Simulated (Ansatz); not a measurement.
## Fe under changes of volume

One of the cells (9.857 Å³/atom); the others are scaled copies at fixed shape and fractional positions:

```
CELL_PARAMETERS angstrom
2.43416 0.00000 0.00000
-1.21708 2.10804 0.00000
0.00000 0.00000 3.84193
ATOMIC_POSITIONS crystal
Fe 0.66667 0.33333 0.75000
Fe 0.33333 0.66667 0.25000
```

This isn't the form of Fe at room conditions, which is bcc.

* Program: Ansatz 0.2.0
* Functional: HSE03
* Potentials or basis: Ansatz PAW
* Cutoff: 420 eV (not typed: the program's choice for these potentials)
* k mesh: 6 × 6 × 4
* Occupations: fermi-dirac, width 0.05 eV
* Spin: collinear spin, ferromagnetic start
* Starting moments: [3.0, 3.0] μB

| volume (Å³/atom) | energy over the lowest point (meV/atom) | pressure (GPa) | moment (μB per cell) |
| --- | --- | --- | --- |
| 9.266 | ? | ? | ? |
| 9.463 | 371.96 | 82.6 | 5.36 |
| 9.660 | 276.57 | 72.4 | 5.36 |
| 9.857 | 193.21 | 63.1 | 5.36 |
| 10.054 | 120.99 | 54.9 | 5.37 |
| 10.251 | 57.36 | 49.6 | 5.49 |
| 10.448 | 0.00 | 43.4 | 5.53 |

Question: What does the run at 9.266 Å³/atom give?

Answer: Energy over the lowest point 480.64 meV/atom; pressure 93.8 GPa; moment 5.35 μB per cell.

Worked out: A Birch-Murnaghan fit of order 3 (a polynomial in V^(-2/3)) to the other rows has no minimum within the range. It gives 483.30 meV/atom at 9.266 Å³/atom, against the run's 480.64, and -dE/dV = 97.7 GPa, against 93.8. A parabola through the other rows of the moment, of slope -0.25 μB per Å³/atom there, extrapolates to 5.40 μB, against the run's 5.35.

Energies are extrapolated to zero smearing.

Caveats: all runs use coarse meshes; the magnetic or orbital state may not be the lowest; the PAW data sets come from PBE, with cores solved anew for the run's functional, which leaves a small shift of forces and pressure; the thresholds are loose for stress.
